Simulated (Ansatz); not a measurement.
Set up this calculation in Ansatz 0.2.0, as the native input.

```yaml
Task: band structure
Functional: PBEsol
Potentials_or_basis: all-electron LAPW, scalar-relativistic
Cutoff: 148 eV (chosen from the basis error)
Basis_error_allowed: 0.001 eV/atom
k_mesh: 12 × 12 × 12
Occupations: fermi-dirac, width 0.05 eV
Spin: no spin polarisation
```

Al:

```
CELL_PARAMETERS angstrom
-1.59122 1.59122 1.59122
1.59122 -1.59122 1.59122
1.59122 1.59122 -1.59122
ATOMIC_POSITIONS crystal
Al 0.00000 0.00000 0.00000
```

This isn't the form of Al at room conditions, which is fcc.

The input as run:

input.yaml

```yaml
crystal:
  lattice:
    - [-1.59121869, 1.59121869, 1.59121869]
    - [1.59121869, -1.59121869, 1.59121869]
    - [1.59121869, 1.59121869, -1.59121869]
  atoms:
    - { symbol: Al, position: [0.0, 0.0, 0.0] }
kpoints:
  mp_grid: { grid: [12, 12, 12] }
  band_path:
    path:
      - [0.0, 0.0, 0.0]
      - [0.5, -0.5, 0.5]
      - [0.0, 0.0, 0.5]
      - [0.0, 0.0, 0.0]
      - [0.25, 0.25, 0.25]
      - [0.5, -0.5, 0.5]
    npoints: 12
scf:
  occupations: { method: fermi_dirac, width: 0.05 }
hamiltonian:
  xc: pbesol
  pseudopotentials: { kind: all_electron, lapw: { basis_error: 0.001 } }
output:
  forces: true
  stress: true
  eigenvalues: true
```

Potentials or basis: all-electron LAPW, scalar-relativistic.

Run with:

```sh
$ ansatz run input.yaml --threads 1 --pin off --max-ram 3072MiB --backend cpu --events-out ev --progress --plain --runs-dir out
```

It gave:

* Pressure: 2.3 GPa
* Band gap along the path: none (metal or under the smearing width)

It took 1.7 s on 1 thread of Intel(R) Xeon(R) 6975P-C (Granite Rapids), with other jobs on the host, peak memory 0.24 GiB.
